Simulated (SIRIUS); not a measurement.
A run of SIRIUS 7.12.0 is set up as follows.

Contents of sirius.json:

```json
{
  "control": {
    "processing_unit": "cpu",
    "std_evp_solver_name": "lapack",
    "gen_evp_solver_name": "lapack",
    "verbosity": 2,
    "print_forces": true,
    "ortho_rf": true,
    "use_second_variation": true,
    "rmt_max": 3.0,
    "num_bands_to_print": 20,
    "save_wf": true
  },
  "parameters": {
    "electronic_structure_method": "full_potential_lapwlo",
    "xc_functionals": ["XC_LDA_X"],
    "core_relativity": "dirac",
    "valence_relativity": "zora",
    "num_fv_states": 20,
    "smearing": "fermi_dirac",
    "smearing_width": 0.0036749322,
    "pw_cutoff": 20,
    "gk_cutoff": 3.46,
    "lmax_apw": 10,
    "lmax_rho": 10,
    "lmax_pot": 10,
    "num_mag_dims": 3,
    "auto_rmt": 0,
    "ngridk": [12, 12, 12],
    "shiftk": [0, 0, 0],
    "num_dft_iter": 80,
    "energy_tol": 1e-09,
    "density_tol": 1e-05,
    "use_symmetry": true,
    "so_correction": true
  },
  "settings": {"tol_ne": 1e-10},
  "iterative_solver": {"type": "exact"},
  "mixer": {"type": "anderson", "beta": 0.4, "max_history": 8},
  "unit_cell": {
    "lattice_vectors": [
      [-0.57735026919, 0.57735026919, 0.57735026919],
      [0.57735026919, -0.57735026919, 0.57735026919],
      [0.57735026919, 0.57735026919, -0.57735026919]
    ],
    "atom_types": ["Mo"],
    "atom_files": {"Mo": "Mo.json"},
    "atoms": {"Mo": [[0.0, 0.0, 0.0, 0.0, 0.0, 0.0]]},
    "lattice_vectors_scale": 5.1839677754
  }
}
```

The input Mo.json:

```json
{
  "name": "molybdenum",
  "symbol": "Mo",
  "number": 42,
  "mass": 95.96,
  "rmin": 1e-06,
  "rmt": 2.54,
  "nrmt": 800,
  "rinf": 17.03,
  "core": "1s2s2p3s3p3d",
  "valence": [
    {"basis": [{"enu": 0.24, "dme": 0, "n": 0, "auto": 0}, {"enu": 0.24, "dme": 1, "n": 0, "auto": 0}]},
    {"l": 0, "n": 1, "basis": [{"enu": 0.34, "dme": 0, "n": 0, "auto": 0}]},
    {"l": 1, "n": 2, "basis": [{"enu": 0.34, "dme": 0, "n": 0, "auto": 0}]},
    {"l": 2, "n": 3, "basis": [{"enu": 0.34, "dme": 0, "n": 0, "auto": 0}]},
    {"l": 3, "n": 4, "basis": [{"enu": 0.34, "dme": 0, "n": 0, "auto": 0}]}
  ],
  "lo": [
    {"l": 0, "basis": [{"enu": 0.34, "dme": 0, "n": 0, "auto": 0}, {"enu": 0.34, "dme": 1, "n": 0, "auto": 0}]},
    {
      "l": 0,
      "basis": [{"enu": -1.8759, "dme": 0, "n": 4, "auto": 1}, {"enu": -1.8759, "dme": 1, "n": 4, "auto": 1}]
    },
    {
      "l": 0,
      "basis": [{"enu": -1.8759, "dme": 1, "n": 4, "auto": 1}, {"enu": 0.34, "dme": 0, "n": 0, "auto": 0}]
    },
    {"l": 0, "basis": [{"enu": 0.34, "dme": 0, "n": 0, "auto": 0}, {"enu": 2.82, "dme": 0, "n": 0, "auto": 0}]},
    {"l": 1, "basis": [{"enu": 0.34, "dme": 0, "n": 0, "auto": 0}, {"enu": 0.34, "dme": 1, "n": 0, "auto": 0}]},
    {
      "l": 1,
      "basis": [{"enu": -0.9313, "dme": 0, "n": 4, "auto": 1}, {"enu": -0.9313, "dme": 1, "n": 4, "auto": 1}]
    },
    {
      "l": 1,
      "basis": [{"enu": -0.9313, "dme": 1, "n": 4, "auto": 1}, {"enu": 0.34, "dme": 0, "n": 0, "auto": 0}]
    },
    {"l": 1, "basis": [{"enu": 0.34, "dme": 0, "n": 0, "auto": 0}, {"enu": 3.192, "dme": 0, "n": 0, "auto": 0}]},
    {"l": 2, "basis": [{"enu": 0.34, "dme": 0, "n": 0, "auto": 0}, {"enu": 0.34, "dme": 1, "n": 0, "auto": 0}]},
    {"l": 2, "basis": [{"enu": 0.34, "dme": 1, "n": 0, "auto": 0}, {"enu": 0.34, "dme": 2, "n": 0, "auto": 0}]},
    {"l": 2, "basis": [{"enu": 0.34, "dme": 0, "n": 0, "auto": 0}, {"enu": 2.758, "dme": 0, "n": 0, "auto": 0}]},
    {"l": 3, "basis": [{"enu": 0.34, "dme": 0, "n": 0, "auto": 0}, {"enu": 0.34, "dme": 1, "n": 0, "auto": 0}]},
    {"l": 3, "basis": [{"enu": 0.34, "dme": 0, "n": 0, "auto": 0}, {"enu": 3.037, "dme": 0, "n": 0, "auto": 0}]}
  ],
  "free_atom": [... radial grid and density of the free atom, the start of the SCF ...]
}
```

Contents of sirius_start.json:

```json
{
  "control": {
    "processing_unit": "cpu",
    "std_evp_solver_name": "lapack",
    "gen_evp_solver_name": "lapack",
    "verbosity": 1,
    "print_forces": false,
    "ortho_rf": true,
    "use_second_variation": true,
    "rmt_max": 3.0,
    "num_bands_to_print": 20,
    "save_wf": false
  },
  "parameters": {
    "electronic_structure_method": "full_potential_lapwlo",
    "xc_functionals": ["XC_LDA_X", "XC_LDA_C_PW"],
    "core_relativity": "dirac",
    "valence_relativity": "zora",
    "num_fv_states": 20,
    "smearing": "fermi_dirac",
    "smearing_width": 0.0055123983,
    "pw_cutoff": 20,
    "gk_cutoff": 2.77,
    "lmax_apw": 10,
    "lmax_rho": 10,
    "lmax_pot": 10,
    "num_mag_dims": 3,
    "auto_rmt": 0,
    "ngridk": [5, 5, 5],
    "shiftk": [0, 0, 0],
    "num_dft_iter": 30,
    "energy_tol": 0.01,
    "density_tol": 0.05,
    "use_symmetry": true,
    "so_correction": true
  },
  "settings": {"tol_ne": 1e-10},
  "iterative_solver": {"type": "exact"},
  "mixer": {"type": "anderson", "beta": 0.4, "max_history": 8},
  "unit_cell": {
    "lattice_vectors": [
      [-0.57735026919, 0.57735026919, 0.57735026919],
      [0.57735026919, -0.57735026919, 0.57735026919],
      [0.57735026919, 0.57735026919, -0.57735026919]
    ],
    "atom_types": ["Mo"],
    "atom_files": {"Mo": "Mo.json"},
    "atoms": {"Mo": [[0.0, 0.0, 0.0, 0.0, 0.0, 0.0]]},
    "lattice_vectors_scale": 5.1839677754
  }
}
```

The input sirius_bands.json:

```json
{
  "control": {
    "processing_unit": "cpu",
    "std_evp_solver_name": "lapack",
    "gen_evp_solver_name": "lapack",
    "verbosity": 2,
    "print_forces": true,
    "ortho_rf": true,
    "use_second_variation": true,
    "rmt_max": 3.0,
    "num_bands_to_print": 20,
    "save_wf": true
  },
  "parameters": {
    "electronic_structure_method": "full_potential_lapwlo",
    "xc_functionals": ["XC_LDA_X"],
    "core_relativity": "dirac",
    "valence_relativity": "zora",
    "num_fv_states": 20,
    "smearing": "fermi_dirac",
    "smearing_width": 0.0036749322,
    "pw_cutoff": 20,
    "gk_cutoff": 3.46,
    "lmax_apw": 10,
    "lmax_rho": 10,
    "lmax_pot": 10,
    "num_mag_dims": 3,
    "auto_rmt": 0,
    "ngridk": [12, 12, 12],
    "shiftk": [0, 0, 0],
    "num_dft_iter": 80,
    "energy_tol": 1e-09,
    "density_tol": 1e-05,
    "use_symmetry": true,
    "so_correction": true
  },
  "settings": {"tol_ne": 1e-10},
  "iterative_solver": {"type": "exact"},
  "mixer": {"type": "anderson", "beta": 0.4, "max_history": 8},
  "unit_cell": {
    "lattice_vectors": [
      [-0.57735026919, 0.57735026919, 0.57735026919],
      [0.57735026919, -0.57735026919, 0.57735026919],
      [0.57735026919, 0.57735026919, -0.57735026919]
    ],
    "atom_types": ["Mo"],
    "atom_files": {"Mo": "Mo.json"},
    "atoms": {"Mo": [[0.0, 0.0, 0.0, 0.0, 0.0, 0.0]]},
    "lattice_vectors_scale": 5.1839677754
  },
  "kpoints_rel": {"G": [0.0, 0.0, 0.0], "H": [0.5, -0.5, 0.5], "P": [0.25, 0.25, 0.25], "N": [0.0, 0.0, 0.5]},
  "kpoints_path": ["G", "H", "N", "G", "P", "H"]
}
```

Potentials or basis: all-electron FP-LAPW (ZORA valence), apw+lo standard.

The run is started by

```console
$ OMP_NUM_THREADS=1 sirius.scf --input=sirius_start.json --output=start.json
$ OMP_NUM_THREADS=1 sirius.scf --input=sirius.json --output=output.json --task=1
$ OMP_NUM_THREADS=1 sirius.scf --input=sirius_bands.json --output=bands_out.json --task=2
```

Problem. What does it give for the band gap along the path?

Solution. None (metal or under the smearing width).

Levels at the corners of the path, in eV from the Fermi level:
```tsv
point	band 12	band 13	band 14	band 15	band 16	band 17
Γ	-1.36	-1.23	-1.23	-1.23	-1.23	1.68
H	-5.33	3.90	3.90	4.10	4.10	4.10
N	-3.29	1.56	1.56	1.70	1.70	2.33
Γ	-1.36	-1.23	-1.23	-1.23	-1.23	1.68
P	-2.60	-2.46	-2.46	2.45	2.45	2.45
H	-5.33	3.90	3.90	4.10	4.10	4.10
```

Caveat: spin-orbit coupling enters by second variation, whose total energy isn't converged in the number of states and isn't listed, and the forces lack its term; few first-variational states were used for spin-orbit coupling, so levels can be off by a tenth of an eV or more.
